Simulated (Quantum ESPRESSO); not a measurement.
Runs of Quantum ESPRESSO 7.5 on AlN. It takes space group P6_3mc (No. 186, hexagonal). The conventional cell has a = 3.113 Å, b = 3.113 Å, c = 4.981 Å, α = 90.00°, β = 90.00°, γ = 120.00°. Al (site symmetry 3m) has 4 N at 1.89 Å as nearest neighbours. N (site symmetry 3m) has 4 Al at 1.89 Å as nearest neighbours. 

```tsv
level	potentials or basis	k mesh	form of the LDA	k mesh of the self-consistent run	mesh quality	gap on the mesh (eV)
LDA	PseudoDojo 0.4.1 SR LDA stringent	2 × 2 × 2	PW92	-	coarse	4.17
PBEsol	PseudoDojo 0.4.1 SR PBEsol standard	12 × 12 × 8	-	12 × 12 × 8	not flagged	(a)
LDA	PseudoDojo 0.4.1 SR LDA stringent	5 × 5 × 3	PW92	-	coarse	4.25
PBE	PseudoDojo 0.4.1 SR PBE standard	3 × 3 × 4	-	12 × 12 × 6	coarse	4.22
PBE	PseudoDojo 0.4.1 SR PBE standard	6 × 6 × 4	-	12 × 12 × 6	not flagged	4.22
```

Alike in all rows: task single point; no spin polarisation; cell as given; cutoff (eV) 1143; smearing fixed.

**Question.** Estimate the missing entries.

**Answer.** (a) 4.14.

Caveats: some runs use coarse meshes; an odd mesh through Γ misses points on the zone boundary, where band edges often lie (some runs); a mesh with odd counts misses the zone's faces, so its gaps can be larger than the crystal's (some runs).

Not every run made on this cell is shown here.
